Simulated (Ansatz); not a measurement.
# Relaxing indium (diamond)

The calculation used DFT, RPBE, plane waves (420 eV) with PAW, scalar-relativistic in Ansatz. The PAW files were generated under PBE, with cores re-solved for the functional.

k-point mesh 8×8×8, Fermi-Dirac smearing 0.1 eV, no spin polarisation. Cell and atoms relax.

Starting structure:

```yaml
crystal:
  lattice:
    - [0.0, 3.2801942926, 3.2801942926]
    - [3.2801942926, 0.0, 3.2801942926]
    - [3.2801942926, 3.2801942926, 0.0]
  atoms:
    - { symbol: In, position: [0.125, 0.125, 0.125] }
    - { symbol: In, position: [0.875, 0.875, 0.875] }
hamiltonian:
  xc: rpbe
  pseudopotentials:
    kind: paw
    azcp:
      In: "pseudopotentials/In.paw.azcp"
basis:
  ecutwfc: 420
  fft_grid_basis: typed
kpoints:
  mp_grid: { grid: [8, 8, 8], shift: [0, 0, 0] }
magnetization:
  spin_polarized: false
scf:
  occupations: { method: fermi_dirac, width: 0.1 }
relax:
  max_steps: 60
  f_tol: 0.01
  cell: {}
```

The pressure at the start is 3.4 GPa. By how much does the volume change?

From 35.29 to 40.53 Å³ per atom, 14.8 %. The final cell has a = 6.870 Å.

How much energy does the relaxation gain?

46.5 meV per atom.
